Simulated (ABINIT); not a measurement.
RbCl:

```
CELL_PARAMETERS angstrom
0.00000 3.27400 3.27400
3.27400 0.00000 3.27400
3.27400 3.27400 0.00000
ATOMIC_POSITIONS crystal
Rb 0.00000 0.00000 0.00000
Cl 0.50000 0.50000 0.50000
```

Base run:

| Item | Value |
| --- | --- |
| Program | ABINIT 10.8.3 (patched build) |
| Functional | PBEsol |
| Potentials or basis | SPMS NC PBE v1.0 |
| Cutoff | 490 eV |
| k mesh | 6 × 6 × 6 |
| Occupations | fixed |
| Spin | no spin polarisation |

Its results: band gap on the k mesh 4.89 eV, direct; pressure -0.1 GPa.

Q: The run is repeated on the same cell with these changes: functional from PBEsol to PBE. What comes out?

A: Band gap on the k mesh 5.05 eV, direct; pressure 1.0 GPa.

PBE binds less tightly than PBEsol, so the same cell stands under more pressure.

Caveats: the potentials were made for another functional, which shifts forces and pressure (some runs).

